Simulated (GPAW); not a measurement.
Here is a GPAW 26.7.0 calculation.

The input POSCAR:

```
PbO2
1.0
    0.0000000000      2.7019920000      2.7019920000
    2.7019920000      0.0000000000      2.7019920000
    2.7019920000      2.7019920000      0.0000000000
Pb O
1 2
Direct
    0.0000000000      0.0000000000      0.0000000000
    0.7500000000      0.7500000000      0.7500000000
    0.2500000000      0.2500000000      0.2500000000
```

Potentials or basis: GPAW PAW data sets (gpaw-data 1.2.1), pw.

The run is started by

```console
$ OMP_NUM_THREADS=1 gpaw run POSCAR -p 'mode=PW(800),xc=PBE,kpts={size:(9,9,9),gamma:True},occupations={name:fermi-dirac,width:0.05},nbands=24,convergence={density:1e-05,energy:1e-05},maxiter=150,txt=gpaw.txt' --properties efs -w gs.gpw
```

Predict the band gap on the k mesh.

none (metal or under the smearing width).

Predict the pressure.

-1.1 GPa.

Spin-orbit coupling is left out, which matters for the levels of Pb.
